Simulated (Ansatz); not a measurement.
Na2S:

```
S Na
1.0
     0.00000    3.27350    3.27350
     3.27350    0.00000    3.27350
     3.27350    3.27350    0.00000
S Na
1 2
Direct
  0.00000 0.00000 0.00000
  0.75000 0.75000 0.75000
  0.25000 0.25000 0.25000
```

Base run:

```yaml
Program: Ansatz 0.2.0
Functional: PBEsol
Potentials_or_basis: Ansatz PAW
Cutoff: "420 eV (not typed: the program's choice for these potentials)"
k_mesh: 7 × 7 × 7
Occupations: gaussian, width 0.1 eV
Spin: no spin polarisation
```

Its results: band gap on the k mesh 2.36 eV, direct; pressure -0.6 GPa.

The run is repeated on the same cell with these changes: functional from PBEsol to LDA. What comes out?

Band gap on the k mesh 2.24 eV, direct; pressure -2.2 GPa.

LDA binds more tightly than PBEsol, so the same cell stands under less pressure.

Caveats: odd divisions of the mesh miss points on the zone boundary, where band edges often lie, so the gap on the mesh can be too wide; the PAW data sets come from PBE, with cores solved anew for the run's functional, which leaves a small shift of forces and pressure.

